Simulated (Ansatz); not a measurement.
Crystal: HfO2.

```
Hf O
1.0
     5.21946    0.00000    0.00000
     0.00000    5.00476    0.00000
     0.00000    0.00000    5.03269
Hf O
4 8
Cartesian
  5.0472 3.6661 3.7314
  2.7820 3.6661 1.2151
  2.4375 1.3387 3.7314
  0.1723 1.3387 1.2151
  3.2994 4.6477 4.4251
  4.5298 4.6477 1.9087
  1.2211 2.7020 2.4776
  1.3886 2.7020 4.9939
  3.9984 2.3028 4.9939
  3.8308 2.3028 2.4776
  0.6896 0.3571 4.4251
  1.9201 0.3571 1.9087
```

Measurements of this composition are mostly on another form, of space group No. 14.

Base run:

- Program: Ansatz 0.2.0
- Functional: BPBE
- Potentials or basis: Ansatz PAW
- Cutoff: 420 eV
- Density cutoff: 1680 eV
- k mesh: 5 × 6 × 5
- Occupations: fermi-dirac, width 0.05 eV
- Spin: no spin polarisation

Its results: band gap on the k mesh 4.49 eV, indirect (least direct gap 4.68 eV); pressure 9.2 GPa; largest force 0.111 eV/Å.

Q: The run is repeated on the same cell with these changes: functional from BPBE to BLYP. What comes out?

A: Band gap on the k mesh 4.52 eV, indirect (least direct gap 4.70 eV); pressure 16.5 GPa; largest force 0.156 eV/Å.

Caveats: the potentials were made for another functional, which shifts forces and pressure; spin-orbit coupling is left out, which moves the levels of the heavy elements; the PAW data sets come from PBE, with cores solved anew for the run's functional, which leaves a small shift of forces and pressure; so large a pressure means that the cell lies far from this level's equilibrium, or that cutoff or potentials fall short (some runs).

A k mesh can miss the band edges.

Not every run made on this cell is shown here.
